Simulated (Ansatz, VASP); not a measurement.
# Cross-check of Ag3As between VASP and Ansatz

One calculation is typed for both programs; each brings its own data sets. How far apart do they land? The cell is generated by rule, not measured, and may not be a known phase. The two relaxations start from unlike cells of this crystal (the structure described is Ansatz's start), so only their ends are compared.

Method: plane waves, with VASP 6.6.1 beside it; relaxation of cell and atoms at PBE, in Ansatz 0.2.0.

The structure was built from a prototype and need not be the compound's stable phase.

## 1. The structure

It takes space group Amm2 (No. 38, orthorhombic). Conventional cell: a = 5.003 Å, b = 7.076 Å, c = 7.076 Å, α = 90.00°, β = 90.00°, γ = 90.00°. Nearest to As lie 6 Ag at 2.51 to 2.57 Å. Nearest to Ag lie 2 As at 2.57 Å. Nearest to Ag lie 2 As at 2.51 to 2.56 Å. Farther neighbours are not listed.

## 2. Ansatz: relaxation of cell and atoms, PBE

Ansatz runs on its default PAW (the set named soft_2) files.

The relaxed volume is the usual yardstick between codes: in a stiff, nearly cubic crystal its relative difference is about their pressure difference at one cell divided by the bulk modulus.

File input.yaml:

```yaml
crystal:
  lattice:
    - [5.0031983723, 0.0, 0.0]
    - [0.0, 5.0031983723, 0.0]
    - [0.0, 0.0, 5.0031983723]
  atoms:
    - { symbol: As, position: [0.0, 0.0452259041, 0.0452259041] }
    - { symbol: Ag, position: [0.5, -0.0361835369, -0.0361835369] }
    - { symbol: Ag, position: [0.0, 0.5409546939, -0.0361835369] }
    - { symbol: Ag, position: [0.0, -0.0361835369, 0.5409546939] }
kpoints:
  mp_grid: { grid: [6, 6, 6] }
hamiltonian:
  xc: pbe
scf:
  occupations: { method: fixed }
output:
  forces: true
  stress: true
  eigenvalues: true
relax:
  adjacent_minimum: "off"
  f_tol: 0.002
  max_steps: 120
  cell: { stress_tol: 0.03 }
```

Command:

```
$ ansatz run input.yaml --threads 4 --pin off --max-ram 7168MiB --backend cpu --events-out ev --progress --plain --runs-dir out
```

Numbers of over 12 decimals in the logs are rounded to 6 here.

The program printed:

```text
Engine: ansatz 0.2.0, aarch64-unknown-linux-gnu
Pseudopotentials: kind: paw
Pseudopotential: As, paw, valence charge 15, recommended cutoff 420 eV (normal), As.paw.azcp
Pseudopotential: Ag, paw, valence charge 19, recommended cutoff 420 eV (normal), Ag.paw.azcp
Functional definition: PBE
  parameter kappa = 0.804
  parameter beta = 0.066725
  exchange = pbe_x(kappa = kappa, mu = beta*pi^2/3)
  correlation = pbe_c(beta = beta)
Crystal: 4 atoms, lattice volume = 125.240 Å³
Basis set: ecut = 420 eV, 2469 PW (Γ), exchange–correlation on 72×72×72 points (8 copies of the dense FFT grid, shifted against one another)
Bands: 44, of which v1, the nominal top of the filled ones, is band 36 counted from 1 (35 counted from 0)
Symmetry: 4 space group operations
Space group: Amm2 (ITA 38), of the structure as read, at distance tolerance 5.0e-5 Å
k-points: 52 of 216 (time reversal used)
Non-local potential: As, projectors of the file, l = 0: 2, l = 1: 2, l = 2: 3, l = 3: 1
Non-local potential: Ag, projectors of the file, l = 0: 3, l = 1: 2, l = 2: 2, l = 3: 1
PAW form: soft (Blöchl's): semilocal exchange-correlation on the pseudo side does not see the compensation charge
PAW one-centre angular grid: As, 590 points (default); XC on 64 Gauss nodes
PAW one-centre angular grid: Ag, 590 points (default); XC on 64 Gauss nodes
Initial density: superposition of atomic densities (neutral atoms: chi_scale 0, normalization atom), corrected by the library's trained network
Initial wavefunctions: pseudopotential atomic-orbital guess
Functional: x = pbe(κ = 0.804, μ = 0.219515), c = pbe(β = 0.066725)
SCF iter   1: F=—  HF=-27626.839583 eV  |F-HF|=—  |Δ(HF+E_count)|=         —  Δρ=1.51e-3  dr2=2.67e-3  ethr=1.77e-3  ⟨swp⟩=4.9  Hψ=6735  notcnv=0  defer=307
preconditioner: auto → Resta (q_TF=auto, 2.488 Å⁻¹)  ε∞=6.4  [insulator: Δε(μ)=0.763 eV  Ē_g=8.820 eV  n_scr=26 (ndim 8)  ℏωp=20.5 eV  f_vac=0.293  ε∞_Penn≈6.4]
SCF iter   2: F=—  HF=-27626.841306 eV  |F-HF|=—  |Δ(HF+E_count)|=   1.72e-3  Δρ=8.87e-4  dr2=8.74e-4  ethr=3.70e-6  ⟨swp⟩=2.3  Hψ=4049  notcnv=0  defer=312
SCF iter   3: F=—  HF=-27626.841524 eV  |F-HF|=—  |Δ(HF+E_count)|=   2.19e-4  Δρ=3.88e-4  dr2=2.55e-4  ethr=1.21e-6  ⟨swp⟩=2.0  Hψ=3237  notcnv=0  defer=312
SCF iter   4: F=—  HF=-27626.841541 eV  |F-HF|=—  |Δ(HF+E_count)|=   1.66e-5  Δρ=1.08e-4  dr2=3.80e-5  ethr=3.54e-7  ⟨swp⟩=2.0  Hψ=3165  notcnv=0  defer=241
SCF iter   5: F=—  HF=-27626.841565 eV  |F-HF|=—  |Δ(HF+E_count)|=   2.44e-5  Δρ=4.28e-5  dr2=5.92e-6  ethr=5.28e-8  ⟨swp⟩=2.0  Hψ=3441  notcnv=0  defer=198
SCF iter   6: F=—  HF=-27626.841571 eV  |F-HF|=—  |Δ(HF+E_count)|=   5.47e-6  Δρ=2.15e-5  dr2=1.43e-6  ethr=8.22e-9  ⟨swp⟩=2.0  Hψ=3393  notcnv=0  defer=222
SCF iter   7: F=—  HF=-27626.841571 eV  |F-HF|=—  |Δ(HF+E_count)|=   7.37e-7  Δρ=1.33e-5  dr2=3.49e-7  ethr=1.98e-9  ⟨swp⟩=2.0  Hψ=3393  notcnv=0  defer=224
SCF iter   8: F=-27626.841572 eV  HF=-27626.841572 eV  |F-HF|=1.27e-7  |Δ(HF+E_count)|=   6.01e-7  Δρ=4.06e-6  dr2=3.23e-8  ethr=1.39e-10  ⟨swp⟩=11.4  Hψ=10941  notcnv=0
SCF 1 converged in 8 iterations: F = -27626.841572 eV  dr2 = 3.23e-8
  greatest PAW one-centre occupation: 1.000 electrons in one spin orbital (limit 2), on the Ag atom at site 3 (counted from 0), in its partial waves of l = 0
relax step   1: F+E_penalty+E_count = -27626.84157210 eV  Δ(F+E_penalty+E_count) = +0.000e0 eV  max|allowed force component| = 1.428e-1 eV/Å  Δτ_max = 0.0000 Å  P = -1.050 GPa  Ω = 125.240 Å³  (8 SCF iters, dr2 threshold 1.00e-7 eV, accepted)
[...]
relax step  19: F+E_penalty+E_count = -27627.02605700 eV  Δ(F+E_penalty+E_count) = +2.742e-3 eV  max|allowed force component| = 2.159e-2 eV/Å  Δτ_max = 0.0293 Å  P = +0.180 GPa  Ω = 96.904 Å³  energy of the carried Pulay correction = +7.638e-5 eV  (7 SCF iters, dr2 threshold 3.28e-8 eV, rejected (line search))
[...]
relax step  20: F+E_penalty+E_count = -27627.02899361 eV  Δ(F+E_penalty+E_count) = -1.945e-4 eV  max|allowed force component| = 1.140e-3 eV/Å  Δτ_max = 0.0058 Å  P = +0.005 GPa  Ω = 97.314 Å³  energy of the carried Pulay correction = -3.823e-5 eV  (11 SCF iters, accepted)
[...]
relax step  21: F+E_penalty+E_count = -27627.02902708 eV  Δ(F+E_penalty+E_count) = -3.346e-5 eV  max|allowed force component| = 1.144e-3 eV/Å  Δτ_max = 0.0000 Å  P = +0.004 GPa  Ω = 97.314 Å³  stress off target by 1.35e-2 GPa  SCF on the basis re-selected at this cell (its energy is not comparable with the rows above)  (5 SCF iters)
basis re-selected at this cell: Δ(F+E_penalty+E_count) = -3.346e-5 eV, ΔP = -0.001 GPa vs the last step (what re-selecting the basis moved, of the pressure what is left beyond the Pulay correction that the steps carried, after the strain that the cell walked since its last selection, with what the two solves' SCF thresholds leave and, on support functions, any second-order correction that the steps lacked; it is no measure of the basis error at this ecutwfc). The dense FFT grid was sized anew with the basis: this SCF ran on 36×36×36 points, the steps before it on 36×32×32, so part of this shift can come from that change (see relax.cell in the input reference). [rest of the remark cut]
SCF converged after 5 iterations
Free energy (F): -27627.029027 eV
Harris-Foulkes:  -27627.029027 eV  (|F-HF|=7.28e-12)
Internal energy: -27627.029027 eV  (E = F + TS)
E sigma→0 (E₀):  -27627.029027 eV
Fermi energy:    11.055168 eV
--- Per-component energies (eV) ---
  E_band       = -1320.557609
  E_kinetic    = 1684.392990
  E_local      = -11394.911736  (includes V_loc(G=0)·N_el)
  E_nonlocal   = -427.743681
  E_hartree    = 5302.852461
  E_xc         = -631.312450
  E_vxc        = -780.424020  (∫ρ·V_xc dr)
  E_paw        = -13544.307862  (= ΣΔE_a)
  E_vpaw       = -1007.576983  (= ΣTr[D̂ρ^β])
  E_aug_tail   = 0.000942  (compensation charges beyond the density's cutoff)
  E_ewald      = -8615.999690
  E_smearing   = -0.000000  (= −TS)
  E_closure    = -0.000000  (closes the sum)
  Σ components = -27627.029027   (vs F -27627.029027, Δ=0.00e0)
--- Forces (eV/Å), atoms counted from 1 ---
  atom   1  As    -0.00000000     0.00053770     0.00053770
  atom   2  Ag     0.00000000     0.00051023     0.00051023
  atom   3  Ag    -0.00000000     0.00009590    -0.00114388
  atom   4  Ag    -0.00000000    -0.00114388     0.00009590
  max |Σ_I F_I| component: 5.14e-8 eV/Å
--- Stress (GPa, compression-positive) ---
       -0.000476       0.000000      -0.000000
        0.000000       0.006301      -0.007237
       -0.000000      -0.007237       0.006301
  P = ⅓ Tr σ = 0.0040 GPa (0.040 kbar)
--- Band table (eV; the first three rows and the last of 52) ---
  k-point 0: bands = [... 32 lower, 6.9354, 8.6608, 8.7170, 10.9323, 11.2780, 12.6604, 13.6144, 13.8783, ... 4 higher]
  k-point 1: bands = [... 32 lower, 6.9267, 8.5162, 9.0105, 10.0270, 11.0869, 12.6447, 13.5962, 14.8057, ... 4 higher]
  k-point 2: bands = [... 32 lower, 6.8976, 7.6690, 8.9318, 9.6249, 11.1169, 12.6255, 14.2505, 14.9041, ... 4 higher]
  k-point 51: bands = [... 32 lower, 6.8678, 8.0141, 8.3521, 8.4867, 10.8313, 11.9184, 12.9846, 16.3218, ... 4 higher]
--- Relaxed structure (19 steps of the walk, 16 accepted, 2 SCFs on fresh bases) ---
  F+E_penalty+E_count = -27627.02902708 eV   max|allowed force component| = 1.144e-3 eV/Å   (the final SCF, on the basis selected at the relaxed cell)
  cell:  # Å, volume = 97.3143 Å³
    - [4.813693, 0, 0]
    - [0, 4.653204, -1.198402]
    - [0, -1.198402, 4.653204]
  atoms:
    - { symbol: As, position: [0, 0.158589, 0.158589] }
    - { symbol: Ag, position: [0.5, -0.00908875, -0.00908875] }
    - { symbol: Ag, position: [0, 0.512720, -0.148407] }
    - { symbol: Ag, position: [0, -0.148407, 0.512720] }
```

The column dr2 measures how far the density is from self-consistency, as an energy; F and HF (Harris–Foulkes) agree once it is small.

## 3. VASP: relaxation of cell and atoms, PBE

Its own start cell and the same functional and mesh now go to VASP, with its own data sets.

Lines of VASP's logs that name or quote its potential files are left out, and so is its time.

File INCAR:

```
SYSTEM = Ag3As
PREC = Accurate
ENCUT = 500
EDIFF = 1E-07
NELM = 120
ISMEAR = 0
SIGMA = 0.01
LREAL = .FALSE.
ALGO = Normal
GGA = PE
NBANDS = 25
LASPH = .TRUE.
LORBIT = 11
LWAVE = .FALSE.
LCHARG = .FALSE.
ISIF = 3
IBRION = 2
NSW = 80
EDIFFG = -0.005
GGA_COMPAT = .FALSE.
NELMIN = 4
KPAR = 2
```

File POSCAR:

```
Ag3As
1.0
    4.7945491363      0.0000000000      0.0000000000
    0.0000000000      4.6338516740     -1.1731394526
    0.0000000000     -1.1731394526      4.6338516740
As Ag
1 3
Direct
    0.0000000000      0.1639418181      0.1639418181
    0.5000000000      0.9852091557      0.9852091557
    0.0000000000      0.5130730260      0.8515897648
    0.0000000000      0.8515897648      0.5130730260
```

File KPOINTS:

```
Automatic mesh
0
Gamma
6 6 6
0 0 0
```

The projector-augmented-wave data sets are As and Ag (PBE family, release 64).

Command:

```
$ mpirun -np 2 vasp_std
```

The program printed:

```text
[banner, memory and clock lines left out]
running    2 mpi-ranks, on    1 nodes
 distrk:  each k-point on    1 cores,    2 groups
 distr:  one band on    1 cores,    1 groups

 POSCAR found type information on POSCAR AsAg
 POSCAR found :  2 types and       4 ions
 LDA part: xc-table for (Slater+PW92), standard interpolation
 POSCAR, INCAR and KPOINTS ok, starting setup
 FFT: planning ... GRIDC
 FFT: planning ... GRID_SOFT
 FFT: planning ... GRID
 WAVECAR not read
 entering main loop
       N       E                     dE             d eps       ncg     rms          rms(c)
DAV:   1     0.207598759070E+03    0.20760E+03   -0.17988E+04  2600   0.135E+03
DAV:   2    -0.693994478344E+01   -0.21454E+03   -0.20653E+03  2748   0.286E+02
DAV:   3    -0.129020667325E+02   -0.59621E+01   -0.59192E+01  3121   0.482E+01
DAV:   4    -0.129455156680E+02   -0.43449E-01   -0.43425E-01  2837   0.418E+00
DAV:   5    -0.129460067566E+02   -0.49109E-03   -0.49105E-03  3068   0.453E-01    0.813E+00
DAV:   6    -0.121148339499E+02    0.83117E+00   -0.31694E+00  2830   0.166E+01    0.604E+00
DAV:   7    -0.121083780680E+02    0.64559E-02   -0.24361E-01  2661   0.270E+00    0.323E+00
DAV:   8    -0.120969074173E+02    0.11471E-01   -0.12761E-02  2879   0.718E-01    0.356E-01
DAV:   9    -0.120965320858E+02    0.37533E-03   -0.24216E-03  2911   0.435E-01    0.964E-02
DAV:  10    -0.120966888249E+02   -0.15674E-03   -0.37666E-04  2704   0.100E-01    0.234E-02
DAV:  11    -0.120966952804E+02   -0.64555E-05   -0.24456E-05  2902   0.299E-02    0.804E-03
DAV:  12    -0.120967016685E+02   -0.63881E-05   -0.10623E-05  2713   0.175E-02    0.293E-03
DAV:  13    -0.120967023596E+02   -0.69115E-06   -0.86406E-07  2986   0.601E-03    0.194E-03
DAV:  14    -0.120967024237E+02   -0.64086E-07   -0.27940E-07  2266   0.270E-03
   1 F= -.12096702E+02 E0= -.12096661E+02  d E =-.120967E+02
[...]
2 F= -.12096745E+02 E0= -.12096703E+02  d E =-.422833E-04
[...]
3 F= -.12096750E+02 E0= -.12096708E+02  d E =-.471506E-04
[...]
4 F= -.12096774E+02 E0= -.12096733E+02  d E =-.249196E-04
[...]
5 F= -.12096778E+02 E0= -.12096737E+02  d E =-.287496E-04
[...]
6 F= -.12096778E+02 E0= -.12096737E+02  d E =-.288707E-04
 curvature:  -1.27 expect dE=-0.453E-05 dE for cont linesearch -0.272E-08
 trial: gam= 0.07547 g(F)=  0.338E-05 g(S)=  0.183E-06 ort = 0.322E-06 (trialstep = 0.123E+01)
 search vector abs. value=  0.389E-05
 bond charge predicted
       N       E                     dE             d eps       ncg     rms          rms(c)
DAV:   1    -0.120967813862E+02   -0.29917E-05   -0.18521E-03  2600   0.232E-01    0.475E-03
DAV:   2    -0.120967819476E+02   -0.56139E-06   -0.12290E-05  2741   0.301E-02    0.217E-03
DAV:   3    -0.120967819387E+02    0.89285E-08   -0.23693E-07  1834   0.406E-03    0.120E-03
DAV:   4    -0.120967819757E+02   -0.36950E-07   -0.88807E-08  1352   0.233E-03
   7 F= -.12096782E+02 E0= -.12096740E+02  d E =-.353065E-05
 trial-energy change:   -0.000004  1 .order   -0.000003   -0.000004   -0.000002
 step:   2.6307(harm=  2.6307)  dis= 0.00035  next Energy=   -12.096783 (dE=-0.472E-05)
 reached required accuracy - stopping structural energy minimisation
```

OUTCAR, selected parts (step 3):

```text
ion  position               nearest neighbor table
   1  0.000  0.164  0.164-   2 2.55   2 2.55   4 2.72   3 2.72   3 2.74   4 2.74   4 2.89   3 2.89

  LATTYP: Found a base centered orthorhombic cell.
 ALAT       =     4.8941861590
 B/A-ratio  =     1.6779757331
 C/A-ratio  =     0.9796417587

 Subroutine GETGRP returns: Found  4 space group operations
 (whereof  4 operations were pure point group operations)

The static configuration has the point symmetry C_2v.

 Found     52 irreducible k-points:

   k-points           NKPTS =     52   k-points in BZ     NKDIM =     52   number of bands    NBANDS=     25

   dimension x,y,z NGX =    36 NGY =   36 NGZ =   36
   dimension x,y,z NGXF=    72 NGYF=   72 NGZF=   72

   ENCUT  =  500.0 eV  36.75 Ry    6.06 a.u.   8.74  8.72  8.72*2*pi/ulx,y,z

   NELECT =      38.0000    total number of electrons

 k-points in reciprocal lattice and weights: Automatic mesh
   0.00000000  0.00000000  0.00000000       0.005
   0.16666667  0.00000000  0.00000000       0.009
   0.33333333  0.00000000  0.00000000       0.009
   0.50000000  0.00000000  0.00000000       0.005
   0.00000000  0.16666667 -0.00000000       0.019
   0.16666667  0.16666667 -0.00000000       0.037
   0.33333333  0.16666667 -0.00000000       0.037
   0.50000000  0.16666667 -0.00000000       0.019
   0.00000000  0.33333333  0.00000000       0.019
[...]
0.33333333  0.50000000  0.50000000       0.009
   0.50000000  0.50000000  0.50000000       0.005

 average (electrostatic) potential at core
       1 -50.2119       2 -74.3582       3 -74.5484       4 -74.5484

 E-fermi :   4.9096

 k-point     1 :       0.0000    0.0000    0.0000
  band No.  band energies     occupation
    ...
     14       0.7650      2.00000
     15       1.1241      2.00000
     16       1.1242      2.00000
     17       2.8883      2.00000
     18       2.8890      2.00000
     19       5.1741      0.00000
     20       5.4440      0.00000
     21       6.9532      0.00000
     22       7.7538      0.00000
     23       8.0669      0.00000
    ...

 k-point     2 :       0.1667    0.0000    0.0000
  band No.  band energies     occupation
    ...
     14       0.8479      2.00000
     15       1.0410      2.00000
     16       1.1107      2.00000
     17       2.1198      2.00000
     18       3.3567      2.00000
     19       5.2882      0.00000
     20       5.3727      0.00000
     21       7.7746      0.00000
     22       7.8735      0.00000
     23       8.2385      0.00000
    ...

 k-point     3 :       0.3333    0.0000    0.0000
  band No.  band energies     occupation
    ...
     14       0.8587      2.00000
     15       0.9066      2.00000
     16       1.0463      2.00000
     17       1.3193      2.00000
     18       3.9458      2.00000
     19       5.2307      0.00000
     20       5.5176      0.00000
     21       7.7370      0.00000
     22       8.1951      0.00000
     23       8.6446      0.00000
    ...

  Total        0.0011677      0.0016736      0.0016736      0.0000000      0.0003204      0.0000000
  in kB        0.0193976      0.0278015      0.0278015      0.0000000      0.0053218      0.0000000
  external PRESSURE =       0.0250002 kB  Pullay stress =       0.0000000 kB

  energy-cutoff  :      500.00
  volume of cell :       96.45
      direct lattice vectors                 reciprocal lattice vectors
     4.797581208  0.000000000  0.000000000     0.208438369  0.000000000  0.000000000
     0.000000000  4.636523776 -1.180531927     0.000000000  0.230630404  0.058722131
     0.000000000 -1.180531927  4.636523776     0.000000000  0.058722131  0.230630404

 POSITION                                       TOTAL-FORCE (eV/Angst)
 -----------------------------------------------------------------------------------
      0.00000      0.56616      0.56616         0.000000      0.001811      0.001811
      2.39879      3.40519      3.40519         0.000000      0.000967      0.000967
      0.00000      1.37441      3.34195         0.000000      0.000175     -0.002952
      0.00000      3.34195      1.37441         0.000000     -0.002952      0.000175
 -----------------------------------------------------------------------------------
    total drift:                                0.000000     -0.000359     -0.000359

  FREE ENERGIE OF THE ION-ELECTRON SYSTEM (eV)
  ---------------------------------------------------
  free  energy   TOTEN  =       -12.0967819757 eV

  energy  without entropy=      -12.0966987527  energy(sigma->0) =      -12.09674036

 reached required accuracy - stopping structural energy minimisation

 total charge
# of ion       s       p       d       tot
------------------------------------------
    1        1.229   1.438   0.045   2.711
    2        0.412   0.216   9.197   9.826
    3        0.388   0.252   9.200   9.839
    4        0.388   0.252   9.200   9.839
--------------------------------------------------
tot          2.417   2.158  27.641  32.216

[... 3 further parts left out ...]
```

The run keeps the 4 symmetry operations of its start, so it cannot find a distortion of lower symmetry.

## 4. Comparison

Known differences besides the potentials themselves: fixed occupations in Ansatz, narrow Gaussian smearing in VASP; the data sets hold 72 valence electrons in Ansatz (on its default PAW (the set named soft_2) files) and 38 in VASP; the cutoff is 420 eV in Ansatz and 500 eV in VASP; Ansatz adds a Pulay correction to the stress that steers its cell, VASP none. Total energies have different zeros and are not compared.

Compared:

| quantity | Ansatz | VASP | difference |
| --- | --- | --- | --- |
| volume (Å³) | 97.31 | 96.45 | +0.90 % |
| edge a after relaxation, in the typed setting (Å) | 4.814 | 4.798 | +0.34 % |
| edge b after relaxation, in the typed setting (Å) | 4.805 | 4.785 | +0.43 % |

## 5. Outcome

```yaml
difference_in_volume_relaxation_of_cell_and_atoms_pbe: 0.90 %
```

What this shows: The difference in volume is 0.90 % (relaxation of cell and atoms, PBE), within the 1.2 % picked in this series as the mark of a large difference, as far as the stopping tolerances let one tell. The data sets hold unlike numbers of valence electrons (72 in Ansatz and 38 in VASP), so part of the differences comes from the potentials. How closely two codes agree says nothing of how well the functional describes the real material.

[Lines on the potential files, build, host, timing and source positions are cut from VASP's logs without a mark.]

[Logs are printed without paths, hosts, clocks, repeated set-up lines and the standing remarks that a program may print on its own settings, such as how far it seeks lower states.]

[Hosts, paths, dates, database ids (printed as entryN), source tags and the programs' standing remarks are cut or masked in the printed files.]
